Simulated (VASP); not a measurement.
# N: single point with r2SCAN+rVV10

N, in a box:

```
N
1.0
    10.50000    0.00000    0.00000
     0.00000   11.00000    0.00000
     0.00000    0.00000   11.50000
N
1
Direct
  0.50000 0.50455 0.50000
```

- Program: VASP 6.6.1
- Task: single point
- Functional: r2SCAN
- Dispersion: rVV10
- Potentials or basis: VASP PAW PBE potentials, release 64 (N)
- Cutoff: 400 eV
- k mesh: 1 × 1 × 1
- Occupations: gaussian, width 0.01 eV
- Spin: collinear spin, ferromagnetic start
- Starting moments: [3.1] μB
- Fixed moment: 3 μB
- Further INCAR settings: ALGO = Normal; EDIFF = 1e-06; ISYM = 0

- Net moment: 3.00 μB per cell
- Site moments: N +1.93 μB
- Valence electrons inside the program's atomic spheres: N 3.26

Run time: 6.8 min on 4 MPI ranks on Intel(R) Xeon(R) 6975P-C (Granite Rapids) (shared host), peak memory 0.77 GiB a rank.

Caveat: the total moment is fixed, so each spin has its own Fermi level.
